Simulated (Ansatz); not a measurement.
# The bulk modulus of ZnO from a series of volumes

Reference cell: a structure deposited in the COD, ions relaxed with PBE at fixed cell.

```
Zn O
1.0
     3.24940    0.00000    0.00000
    -1.62470    2.81406    0.00000
     0.00000    0.00000    5.20380
Zn O
2 2
Direct
  0.33333 0.66667 0.00048
  0.66667 0.33333 0.50048
  0.33333 0.66667 0.38162
  0.66667 0.33333 0.88162
```

Sites (sets of like atoms) are named by element and the number of their first atom in this list.

Level of theory: DFT, PBE, plane waves and PAW, scalar-relativistic, 420 eV cutoff, Γ-centred 11×11×6 k-points, Fermi–Dirac smearing 0.02 eV (Ansatz 0.2.0).

The cell is scaled uniformly, and the ions relax again at each size.

```
V/V₀  pressure (GPa)  gap on the k-mesh (eV)
0.94               ?                       ?
0.96            11.6                    0.86
0.98             8.1                    0.83
1.00             4.9                    0.80
1.02             2.1                    0.78
1.04            -0.5                    0.75
1.06            -2.8                    0.72
```

(1) Estimate the row at V/V₀ = 0.94, the equilibrium volume and the bulk modulus.

Results:

(1) pressure (GPa): 15.6; gap on the k-mesh (eV): 0.89. Worked: a parabola in ln(V/V₀) through the other 6 rows gives 15.5 GPa there. It crosses zero pressure at V/V₀ = 1.036, the equilibrium volume of this functional, where the bulk modulus is B = −dP/d ln V = 129 GPa. The shape of the cell is held, so in this non-cubic crystal both values are those of uniform scaling, and B is an upper bound to the hydrostatic one. The gap falls as the cell grows, by 0.014 eV per per cent of volume.

PBE gaps are too small, by a third to a half in many semiconductors; their changes with volume are better.
